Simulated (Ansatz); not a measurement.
Runs of Ansatz 0.2.0 on Ni. Symmetry: Im-3m, No. 229, cubic system. Conventional cell: a = 2.767 Å, b = 2.767 Å, c = 2.767 Å, α = 90.00°, β = 90.00°, γ = 90.00°. Ni (site symmetry m-3m) has 8 Ni at 2.40 Å as nearest neighbours. This isn't the form of Ni at room conditions, which is fcc.

```csv
task,level,spin,U,cutoff (eV),basis error allowed,gap on the mesh (eV),pressure (GPa),moment (μB)
single point,PBEsol,"collinear, ferromagnetic start",-,339,0.001 eV/atom,none,-2.4,0.59
band structure,LDA,"collinear, ferromagnetic start",-,339,0.001 eV/atom,-,-10.3,0.55
density of states,PBEsol+U,"collinear, ferromagnetic start",Ni d U = 2 eV,339,0.001 eV/atom,none,(a),(c)
single point,PBEsol,off,-,339,0.001 eV/atom,none,-4.5,-
density of states,PBEsol+U,"collinear, ferromagnetic start",Ni d U = 4 eV,339,0.001 eV/atom,none,(b),0.63
```

Alike in all rows: potentials or basis all-electron LAPW, scalar-relativistic; cell as given; k mesh 13 × 13 × 13; smearing fermi-dirac 0.05 eV.

**Question.** Fill in the values left out.

**Answer.** (a) -2.2; (b) -1.3; (c) 0.60.

Caveats: the magnetic state may not be the lowest (some runs); U is the effective U less J, on atomic orbitals that reach past the spheres (some runs); the U is typed as a test and isn't derived for this compound (some runs).

A k mesh can miss the band edges.

A gap of «none» marks a metal or a gap under the smearing width.

Not every run made on this cell is shown here.
